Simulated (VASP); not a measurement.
# CdS (Greenockite) (P6_3mc) in VASP: further runs

One crystal, CdS (Greenockite), is run at these levels: PBE, HSE06; tasks: single point.

Program: VASP 6.6.1. These are calculated values, not measurements. Logs are shortened: lines on timing, memory, paths and dates and some standing lists are left out, and cuts for length are marked.

## (1) The crystal as given

The structure is hexagonal, space group P6_3mc (No. 186). The conventional cell has a = 4.150 Å, b = 4.150 Å, c = 6.737 Å, α = 90.00°, β = 90.00°, γ = 120.00°. Cd (site symmetry 3m) is surrounded by 4 S at 2.53 to 2.54 Å. Around S (site symmetry 3m) lie 4 Cd at 2.53 to 2.54 Å.

## (2) Single point, PBE, spin-orbit coupling, no magnetisation

The input, INCAR:

```
ALGO = Normal
EDIFF = 1E-7
ENCUT = 400
GGA = PE
GGA_COMPAT = False
ISIF = 2
ISMEAR = 0
LASPH = True
LCHARG = False
LORBIT = 11
LREAL = False
LSORBIT = True
LWAVE = False
MAGMOM = 0 0 0 0 0 0 0 0 0 0 0 0
NBANDS = 52
NELM = 100
PREC = Accurate
SIGMA = 0.02
```

The input, KPOINTS:

```
k-points
0
Gamma
  8 8 4
```

The input, POSCAR:

```
CdS
1.0
    4.1500000000      0.0000000000      0.0000000000
   -2.0750000000      3.5940054257      0.0000000000
    0.0000000000      0.0000000000      6.7370000000
Cd S
2 2
Direct
    0.6666666667      0.3333333333      0.5000000000
    0.3333333333      0.6666666667      0.0000000000
    0.6666666667      0.3333333333      0.8750000000
    0.3333333333      0.6666666667      0.3750000000
```

Potentials or basis: VASP PAW PBE potentials, release 64 (Cd, S).

Run with:

```sh
> cat potpaw_PBE.64/Cd/POTCAR potpaw_PBE.64/S/POTCAR > POTCAR
> mpirun -np 1 vasp_ncl > vasp.out
```

OUTCAR:

```text
EDIFF = 1E-7
   ENCUT = 400
   GGA = PE
   ISIF = 2
   ISMEAR = 0
   LASPH = True
   LORBIT = 11
   LREAL = False
   LSORBIT = True
   NELM = 100
   PREC = Accurate

 Found     40 irreducible k-points:

 Following reciprocal coordinates:
            Coordinates               Weight
  0.000000  0.000000  0.000000      1.000000
  0.125000 -0.000000  0.000000      6.000000
  0.250000 -0.000000  0.000000      6.000000
  0.375000 -0.000000  0.000000      6.000000
  0.500000 -0.000000  0.000000      3.000000
  0.125000  0.125000  0.000000      6.000000
   k-points           NKPTS =     40   k-points in BZ     NKDIM =     40   number of bands    NBANDS=     52
   number of dos      NEDOS =    301   number of ions     NIONS =      4
   total plane-waves  NPLWV =  37632
   dimension x,y,z NGX =    28 NGY =   28 NGZ =   48
   dimension x,y,z NGXF=    56 NGYF=   56 NGZF=   96
   ions per type =               2   2
   NGX,Y,Z   is equivalent  to a cutoff of  11.22, 11.22, 11.84 a.u.
   NGXF,Y,Z  is equivalent  to a cutoff of  22.43, 22.43, 23.69 a.u.
 SYSTEM =  unknown system
   PREC   = accura    normal or accurate (medium, high low for compatibility)
   ISTART =      0    job   : 0-new  1-cont  2-samecut
   ICHARG =      2    charge: 1-file 2-atom 10-const
   ISPIN  =      1    spin polarized calculation?
   LNONCOLLINEAR =      T non collinear calculations
   LSORBIT =      T    spin-orbit coupling
   LASPH  =      T    aspherical Exc in radial PAW
   ENCUT  =  400.0 eV  29.40 Ry    5.42 a.u.   6.77  6.77 10.99*2*pi/ulx,y,z
   NELM   =    100;   NELMIN=  2; NELMDL= -5     # of ELM steps
   EDIFF  = 0.1E-06   stopping-criterion for ELM
   LREAL  =      F    real-space projection
   EDIFFG = 0.1E-05   stopping-criterion for IOM
   NSW    =      0    number of steps for IOM
   IBRION =     -1    ionic relax: 0-MD 1-quasi-New 2-CG
   NFREE  =      0    steps in history (QN), initial steepest desc. (CG)
   ISIF   =      2    stress and relaxation
   ISYM   =      2    0-nonsym 1-usesym 2-fastsym
   POTIM  = 0.5000    time-step for ionic-motion
   TEBEG  =    0.0;   TEEND  =   0.0 temperature during run
   PSTRESS=    0.0 pullay stress
   NELECT =      36.0000    total number of electrons
   NUPDOWN=      -1.0000    fix difference up-down
   EMIN   =  10.00;   EMAX   =-10.00  energy-range for DOS
   EFERMI =   0.00;   METHOD = LEGACY
   ISMEAR =     0;   SIGMA  =   0.02  broadening in eV -4-tet -1-fermi 0-gaus
   EFERMI_NEDOS =   21; number of points for ismear=-14 and -15
   IALGO  =     38    algorithm
   IMIX   =      4    mixing-type and parameters
     AMIX     =   0.40;   BMIX     =  1.00
     AMIX_MAG =   1.60;   BMIX_MAG =  1.00
  volume/ion in A,a.u.               =      25.12       169.52
  Fermi-wavevector in a.u.,A,eV,Ry     =   1.162727  2.197236 18.394190  1.351935
  Thomas-Fermi vector in A             =   2.299285
   LORBIT       =     11    0 simple, 1 ext, 2 COOP (PROOUT), +10 PAW based schemes
   GGA     = PE    functional components
   LHFCALC =     F    Hartree Fock is set to
   AEXX    =    0.0000 exact exchange contribution
   IVDW    =     0    specifies the selected vdW correction
   LEPSILON=     F    determine dielectric tensor
   LRPA    =     F    only Hartree local field effects (RPA)
 Gauss-broadening in eV      SIGMA  =   0.02
  energy-cutoff  :      400.00
  volume of cell :      100.48
 maximum number of plane-waves:      3676
   NGX = 13   NGY = 13   NGZ = 21

 number of electron      36.0000026 magnetization       0.0000000     -0.0000000     -0.0000000

 number of electron      36.0000026 magnetization      -0.0000000     -0.0000000     -0.0000000

 number of electron      36.0000026 magnetization       0.0000000     -0.0000000      0.0000000

 number of electron      36.0000026 magnetization       0.0000000      0.0000000      0.0000000

 Free energy of the ion-electron system (eV)
  ---------------------------------------------------
  ext. energy  EPLUGINS =         0.00000000
  ---------------------------------------------------
  free energy    TOTEN  =       -12.32050663 eV

  energy without entropy =      -12.32050663  energy(sigma->0) =      -12.32050663

 E-fermi :   1.3648     XC(G=0):  -9.0857

 val. band max:        1.2206857428   @ k =   0.0000   0.0000   0.0000
 cond. band min:       2.4026446148   @ k =   0.0000   0.0000   0.0000
 fundamental gap:      1.1819588721
 Fermi energy:         1.3648459127

 k-point     1 :       0.0000    0.0000    0.0000
  band No.  band energies     occupation
      1     -11.0930      1.00000
      2     -11.0930      1.00000
      3     -10.6697      1.00000
      4     -10.6697      1.00000
      5      -6.7343      1.00000
      6      -6.7343      1.00000
[... 295 lines left out ...]
     47       8.4065      0.00000
     48       8.4305      0.00000

 [... further k-points ...]

 [bands above 48 left out]

------------------------ aborting loop because EDIFF is reached ----------------------------------------

  FORCE on cell =-STRESS in cart. coord.  units (eV):
  Direction    XX          YY          ZZ          XY          YZ          ZX
  --------------------------------------------------------------------------------------
  -------------------------------------------------------------------------------------
  Total        1.0947223      1.0947223      1.5122505      0.0000000      0.0000000      0.0000000
  in kB       17.4550528     17.4550528     24.1124287      0.0000000      0.0000000      0.0000000
  external PRESSURE =      19.6741781 kB  Pullay stress =       0.0000000 kB

 VOLUME and BASIS-vectors are now :
 -----------------------------------------------------------------------------
  energy-cutoff  :      400.00
  volume of cell :      100.48
      direct lattice vectors                 reciprocal lattice vectors
     4.150000000  0.000000000  0.000000000     0.240963855  0.139120547  0.000000000
    -2.075000000  3.594005426  0.000000000     0.000000000  0.278241094  0.000000000
     0.000000000  0.000000000  6.737000000     0.000000000  0.000000000  0.148434021

 POSITION                                       TOTAL-FORCE (eV/Angst)
 -----------------------------------------------------------------------------------
      2.07500      1.19800      3.36850         0.000000     -0.000000     -0.069351
     -0.00000      2.39600      0.00000        -0.000000      0.000000     -0.069351
      2.07500      1.19800      5.89487        -0.000000      0.000000      0.069351
     -0.00000      2.39600      2.52637         0.000000      0.000000      0.069351
 -----------------------------------------------------------------------------------
    total drift:                               -0.000000      0.000000     -0.000853

  FREE ENERGIE OF THE ION-ELECTRON SYSTEM (eV)
  ---------------------------------------------------
  free  energy   TOTEN  =       -12.3205066340 eV

  energy  without entropy=      -12.3205066340  energy(sigma->0) =      -12.32050663

 Spin-Orbit-Coupling matrix elements

 Ion:    1  E_soc:     -0.0565498
 l=   1
     0.0000000    -0.0024368    -0.0024265
    -0.0024368     0.0000000    -0.0024368
    -0.0024265    -0.0024368     0.0000000
 l=   2
     0.0000000    -0.0013912     0.0000000    -0.0013912    -0.0056120
    -0.0013912     0.0000000    -0.0042093    -0.0013794    -0.0013912
     0.0000000    -0.0042093     0.0000000    -0.0042093     0.0000000
    -0.0013912    -0.0013794    -0.0042093     0.0000000    -0.0013912
    -0.0056120    -0.0013912     0.0000000    -0.0013912     0.0000000
 l=   3
     0.0000000     0.0000000     0.0000000     0.0000000     0.0000000     0.0000000     0.0000000
     0.0000000     0.0000000     0.0000000     0.0000000     0.0000000     0.0000000     0.0000000
     0.0000000     0.0000000     0.0000000     0.0000000     0.0000000     0.0000000     0.0000000
     0.0000000     0.0000000     0.0000000     0.0000000     0.0000000     0.0000000     0.0000000
     0.0000000     0.0000000     0.0000000     0.0000000     0.0000000     0.0000000     0.0000000
     0.0000000     0.0000000     0.0000000     0.0000000     0.0000000     0.0000000     0.0000000
     0.0000000     0.0000000     0.0000000     0.0000000     0.0000000     0.0000000     0.0000000

 Ion:    2  E_soc:     -0.0565498
 l=   1
     0.0000000    -0.0024368    -0.0024265
    -0.0024368     0.0000000    -0.0024368
    -0.0024265    -0.0024368     0.0000000
 l=   2
     0.0000000    -0.0013912     0.0000000    -0.0013912    -0.0056120
    -0.0013912     0.0000000    -0.0042093    -0.0013794    -0.0013912
     0.0000000    -0.0042093     0.0000000    -0.0042093     0.0000000
    -0.0013912    -0.0013794    -0.0042093     0.0000000    -0.0013912
    -0.0056120    -0.0013912     0.0000000    -0.0013912     0.0000000
 l=   3
     0.0000000     0.0000000     0.0000000     0.0000000     0.0000000     0.0000000     0.0000000
     0.0000000     0.0000000     0.0000000     0.0000000     0.0000000     0.0000000     0.0000000
     0.0000000     0.0000000     0.0000000     0.0000000     0.0000000     0.0000000     0.0000000
     0.0000000     0.0000000     0.0000000     0.0000000     0.0000000     0.0000000     0.0000000
     0.0000000     0.0000000     0.0000000     0.0000000     0.0000000     0.0000000     0.0000000
     0.0000000     0.0000000     0.0000000     0.0000000     0.0000000     0.0000000     0.0000000
     0.0000000     0.0000000     0.0000000     0.0000000     0.0000000     0.0000000     0.0000000
[... 21 lines left out ...]
 Ion:    4  E_soc:     -0.0021103
 l=   1
     0.0000000    -0.0003499    -0.0003553
    -0.0003499     0.0000000    -0.0003499
    -0.0003553    -0.0003499     0.0000000
 l=   2
     0.0000000     0.0000000     0.0000000     0.0000000     0.0000000
     0.0000000     0.0000000     0.0000000     0.0000000     0.0000000
     0.0000000     0.0000000     0.0000000     0.0000000     0.0000000
     0.0000000     0.0000000     0.0000000     0.0000000     0.0000000
     0.0000000     0.0000000     0.0000000     0.0000000     0.0000000
 l=   3
     0.0000000     0.0000000     0.0000000     0.0000000     0.0000000     0.0000000     0.0000000
     0.0000000     0.0000000     0.0000000     0.0000000     0.0000000     0.0000000     0.0000000
     0.0000000     0.0000000     0.0000000     0.0000000     0.0000000     0.0000000     0.0000000
     0.0000000     0.0000000     0.0000000     0.0000000     0.0000000     0.0000000     0.0000000
     0.0000000     0.0000000     0.0000000     0.0000000     0.0000000     0.0000000     0.0000000
     0.0000000     0.0000000     0.0000000     0.0000000     0.0000000     0.0000000     0.0000000
     0.0000000     0.0000000     0.0000000     0.0000000     0.0000000     0.0000000     0.0000000

 total charge

# of ion       s       p       d       tot
------------------------------------------
    1        0.423   0.320   9.562  10.304
    2        0.423   0.320   9.562  10.304
    3        1.324   2.398   0.000   3.722
    4        1.324   2.398   0.000   3.722
--------------------------------------------------
tot          3.493   5.436  19.123  28.052

 magnetization (x)

# of ion       s       p       d       tot
------------------------------------------
    1        0.000  -0.000   0.000   0.000
    2       -0.000  -0.000  -0.000  -0.000
    3        0.000   0.000   0.000   0.000
    4        0.000  -0.000   0.000  -0.000
--------------------------------------------------
tot          0.000  -0.000   0.000  -0.000

 magnetization (y)

# of ion       s       p       d       tot
------------------------------------------
    1        0.000   0.000   0.000   0.000
    2        0.000   0.000   0.000   0.000
    3        0.000   0.000   0.000   0.000
    4        0.000   0.000   0.000   0.000
--------------------------------------------------
tot          0.000   0.000   0.000   0.000

 magnetization (z)

# of ion       s       p       d       tot
------------------------------------------
    1        0.000   0.000   0.000   0.000
    2        0.000   0.000   0.000   0.000
    3        0.000  -0.000   0.000  -0.000
    4        0.000  -0.000   0.000  -0.000
--------------------------------------------------
tot          0.000  -0.000   0.000  -0.000
```

It took 3.3 min on 1 thread of Intel Xeon Platinum 8488C (Sapphire Rapids), shared host; peak memory 0.44 GiB.

The run converged, but some of its settings lie outside the range that counts as converged, so its numbers aren't taken as properties of the crystal.

Results:

```
Free energy                                           : -12.3205 eV
Pressure                                              : 2.0 GPa
Largest force                                         : 0.069 eV/Å
Valence electrons inside the program's atomic spheres : Cd 10.30; S 3.72
```

## (3) Single point, PBE, spin-orbit coupling, no magnetisation

Changes to INCAR since step 2:

```diff
@@ -2,3 +2,3 @@
 EDIFF = 1E-7
-ENCUT = 400
+ENCUT = 500
 GGA = PE
```

KPOINTS is that of step 2.

POSCAR is that of step 2.

Potentials or basis: VASP PAW PBE potentials, release 64 (Cd, S).

Run with:

```sh
> cat potpaw_PBE.64/Cd/POTCAR potpaw_PBE.64/S/POTCAR > POTCAR
> mpirun -np 1 vasp_ncl > vasp.out
```

OUTCAR:

```text
EDIFF = 1E-7
   ENCUT = 500
   GGA = PE
   ISIF = 2
   ISMEAR = 0
   LASPH = True
   LORBIT = 11
   LREAL = False
   LSORBIT = True
   NELM = 100
   PREC = Accurate

 Found     40 irreducible k-points:

 Following reciprocal coordinates:
            Coordinates               Weight
  0.000000  0.000000  0.000000      1.000000
  0.125000 -0.000000  0.000000      6.000000
  0.250000 -0.000000  0.000000      6.000000
  0.375000 -0.000000  0.000000      6.000000
  0.500000 -0.000000  0.000000      3.000000
  0.125000  0.125000  0.000000      6.000000
   k-points           NKPTS =     40   k-points in BZ     NKDIM =     40   number of bands    NBANDS=     52
   number of dos      NEDOS =    301   number of ions     NIONS =      4
   total plane-waves  NPLWV =  45000
   dimension x,y,z NGX =    30 NGY =   30 NGZ =   50
   dimension x,y,z NGXF=    60 NGYF=   60 NGZF=  100
   ions per type =               2   2
   NGX,Y,Z   is equivalent  to a cutoff of  12.02, 12.02, 12.34 a.u.
   NGXF,Y,Z  is equivalent  to a cutoff of  24.04, 24.04, 24.68 a.u.
 SYSTEM =  unknown system
   PREC   = accura    normal or accurate (medium, high low for compatibility)
   ISTART =      0    job   : 0-new  1-cont  2-samecut
   ICHARG =      2    charge: 1-file 2-atom 10-const
   ISPIN  =      1    spin polarized calculation?
   LNONCOLLINEAR =      T non collinear calculations
   LSORBIT =      T    spin-orbit coupling
   LASPH  =      T    aspherical Exc in radial PAW
   ENCUT  =  500.0 eV  36.75 Ry    6.06 a.u.   7.57  7.57 12.28*2*pi/ulx,y,z
   NELM   =    100;   NELMIN=  2; NELMDL= -5     # of ELM steps
   EDIFF  = 0.1E-06   stopping-criterion for ELM
   LREAL  =      F    real-space projection
   EDIFFG = 0.1E-05   stopping-criterion for IOM
   NSW    =      0    number of steps for IOM
   IBRION =     -1    ionic relax: 0-MD 1-quasi-New 2-CG
   NFREE  =      0    steps in history (QN), initial steepest desc. (CG)
   ISIF   =      2    stress and relaxation
   ISYM   =      2    0-nonsym 1-usesym 2-fastsym
   POTIM  = 0.5000    time-step for ionic-motion
   TEBEG  =    0.0;   TEEND  =   0.0 temperature during run
   PSTRESS=    0.0 pullay stress
   NELECT =      36.0000    total number of electrons
[... 382 lines left out ...]
      2.07500      1.19800      5.89487         0.000000      0.000000      0.069262
     -0.00000      2.39600      2.52637        -0.000000     -0.000000      0.069262
 -----------------------------------------------------------------------------------
    total drift:                               -0.000000      0.000000     -0.000714

  FREE ENERGIE OF THE ION-ELECTRON SYSTEM (eV)
  ---------------------------------------------------
  free  energy   TOTEN  =       -12.3259555476 eV

  energy  without entropy=      -12.3259555476  energy(sigma->0) =      -12.32595555

 Spin-Orbit-Coupling matrix elements

 Ion:    1  E_soc:     -0.0565612
 l=   1
     0.0000000    -0.0024358    -0.0024255
    -0.0024358     0.0000000    -0.0024358
    -0.0024255    -0.0024358     0.0000000
 l=   2
     0.0000000    -0.0013918     0.0000000    -0.0013918    -0.0056144
    -0.0013918     0.0000000    -0.0042110    -0.0013800    -0.0013918
     0.0000000    -0.0042110     0.0000000    -0.0042110     0.0000000
    -0.0013918    -0.0013800    -0.0042110     0.0000000    -0.0013918
    -0.0056144    -0.0013918     0.0000000    -0.0013918     0.0000000
 l=   3
     0.0000000     0.0000000     0.0000000     0.0000000     0.0000000     0.0000000     0.0000000
     0.0000000     0.0000000     0.0000000     0.0000000     0.0000000     0.0000000     0.0000000
     0.0000000     0.0000000     0.0000000     0.0000000     0.0000000     0.0000000     0.0000000
     0.0000000     0.0000000     0.0000000     0.0000000     0.0000000     0.0000000     0.0000000
[... 49 lines left out ...]
 l=   2
     0.0000000     0.0000000     0.0000000     0.0000000     0.0000000
     0.0000000     0.0000000     0.0000000     0.0000000     0.0000000
     0.0000000     0.0000000     0.0000000     0.0000000     0.0000000
     0.0000000     0.0000000     0.0000000     0.0000000     0.0000000
     0.0000000     0.0000000     0.0000000     0.0000000     0.0000000
 l=   3
     0.0000000     0.0000000     0.0000000     0.0000000     0.0000000     0.0000000     0.0000000
     0.0000000     0.0000000     0.0000000     0.0000000     0.0000000     0.0000000     0.0000000
     0.0000000     0.0000000     0.0000000     0.0000000     0.0000000     0.0000000     0.0000000
     0.0000000     0.0000000     0.0000000     0.0000000     0.0000000     0.0000000     0.0000000
     0.0000000     0.0000000     0.0000000     0.0000000     0.0000000     0.0000000     0.0000000
     0.0000000     0.0000000     0.0000000     0.0000000     0.0000000     0.0000000     0.0000000
     0.0000000     0.0000000     0.0000000     0.0000000     0.0000000     0.0000000     0.0000000

 total charge

# of ion       s       p       d       tot
------------------------------------------
    1        0.423   0.320   9.565  10.307
    2        0.423   0.320   9.565  10.307
    3        1.323   2.400   0.000   3.723
    4        1.323   2.400   0.000   3.723
--------------------------------------------------
tot          3.492   5.439  19.130  28.060

 magnetization (x)

# of ion       s       p       d       tot
------------------------------------------
    1        0.000   0.000  -0.000   0.000
    2        0.000   0.000   0.000   0.000
    3        0.000   0.000   0.000   0.000
    4        0.000   0.000   0.000   0.000
--------------------------------------------------
tot          0.000   0.000   0.000   0.000

 magnetization (y)

# of ion       s       p       d       tot
------------------------------------------
    1        0.000   0.000   0.000   0.000
    2        0.000   0.000  -0.000  -0.000
    3        0.000  -0.000   0.000  -0.000
    4       -0.000   0.000   0.000  -0.000
--------------------------------------------------
tot         -0.000  -0.000  -0.000  -0.000

 magnetization (z)

# of ion       s       p       d       tot
------------------------------------------
    1        0.000  -0.000   0.000  -0.000
    2        0.000  -0.000   0.000  -0.000
    3        0.000  -0.000   0.000  -0.000
    4        0.000  -0.000   0.000  -0.000
--------------------------------------------------
tot          0.000  -0.000   0.000  -0.000
```

Run time: 4.5 min. Hardware: 1 thread of Intel Xeon Platinum 8488C (Sapphire Rapids), shared host; peak memory 0.52 GiB.

These settings aren't checked as converged: the numbers below hold their error.

Results:

* Free energy: -12.3260 eV
* Pressure: 2.4 GPa
* Largest force: 0.069 eV/Å
* Valence electrons inside the program's atomic spheres: Cd 10.31; S 3.72

[end of part 1 of 2]
